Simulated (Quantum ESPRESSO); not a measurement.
Ag:

```xyz
1
Lattice="0.0000 2.0427 2.0427 2.0427 0.0000 2.0427 2.0427 2.0427 0.0000" Properties=species:S:1:pos:R:3 pbc="T T T"
Ag    0.0000    0.0000    0.0000
```

Program: Quantum ESPRESSO 7.5. Alike in all runs: no spin polarisation; cell as given; smearing fermi-dirac 0.05 eV.

**Question.** Order these runs on this cell by their pressure, lowest first.
A. level PBE; potentials or basis GBRV 1.5 PBE; k mesh 11 × 11 × 11; cutoff (eV) 612; mesh quality not flagged
B. level vdW-DF3-opt1; potentials or basis PseudoDojo 0.4.1 SR PBE standard; k mesh 11 × 11 × 11; cutoff (eV) 1116; mesh quality not flagged
C. level rev-vdW-DF2; potentials or basis PseudoDojo 0.4.1 SR PBE standard; k mesh 11 × 11 × 11; cutoff (eV) 1116; mesh quality not flagged
D. level PBE; potentials or basis SG15 PBE 1.2; k mesh 6 × 6 × 6; cutoff (eV) 952; mesh quality coarse

**Answer.** B (-1.4 GPa), C (0.8 GPa), A (3.4 GPa), D (5.4 GPa).

Caveats: some runs use coarse meshes; the potentials were made for another functional, which shifts forces and pressure (some runs).
